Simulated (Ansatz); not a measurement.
Could InSb exist in this structure?

Plane-wave DFT in Ansatz with scalar-relativistic PAW potentials. The crystal relaxes under PBE to F-43m with a = 6.635 Å, 36.51 Å³/atom. No spin polarisation.

Space group F-43m (No. 216). a = 6.635 Å, b = 6.635 Å, c = 6.635 Å, α = 90.00°, β = 90.00°, γ = 90.00°
```tsv
atom	site	symmetry	x	y	z
In	4a	-43m	0.0000	0.0000	0.0000
Sb	4d	-43m	0.2500	0.2500	0.7500
```

Test it against the elements, against displacements at the zone centre and against strain.

- Energy over the elements: -0.128 eV/atom (PBE, standard states in the same functional, gases uncorrected)
- Optical modes at Γ: all 3 real, at 163 cm⁻¹ (PBE, no gap at this level, so no LO-TO term)
- Least eigenvalue of the elastic tensor: 24 GPa (PBE, smearing 0.15 eV on a cell relaxed with it; where the run has no gap this value hangs on mesh and smearing)

It passes all three tests. So it is a local minimum against everything tried and bound against the elements. Modes at other wave vectors, other structures and decomposition into other compounds weren't tested here.

Spin-orbit coupling is left out, which matters for the bands of heavy elements.